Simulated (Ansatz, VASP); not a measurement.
## Two plane-wave programs on Si

```
Si
1.0
     1.33452   -2.31213    0.00000
     1.33452    2.31213    0.00000
     0.00000    0.00000    2.45720
Si
1
Direct
  0.00000 0.00000 0.00000
```

Alike in both runs: functional PBE; k mesh 8 × 8 × 8; occupations gaussian, width 0.1 eV; no spin polarisation.

Ansatz relaxed the structure, and its values are those at the end. VASP's run is a single point on that final structure, the one shown.

|  | VASP | Ansatz |
| --- | --- | --- |
| version | VASP 6.6.1 | Ansatz 0.2.0 |
| potentials or method | VASP PAW PBE potentials, release 64 (Si) | scalar-relativistic, plane waves, PAW |
| plane-wave cutoff (eV) | 520 | 420 |
| valence electrons in the cell | 4 | 4 |

```tsv
	VASP	Ansatz	Ansatz less VASP
gap on the k mesh at the Fermi level (eV)	none	none	-
pressure (GPa)	0.0	0.0	+0.05
```

A gap of «none» marks a metal or a gap that the smearing closes. With one functional, cell and mesh, what is left measures potentials, basis and numerics.
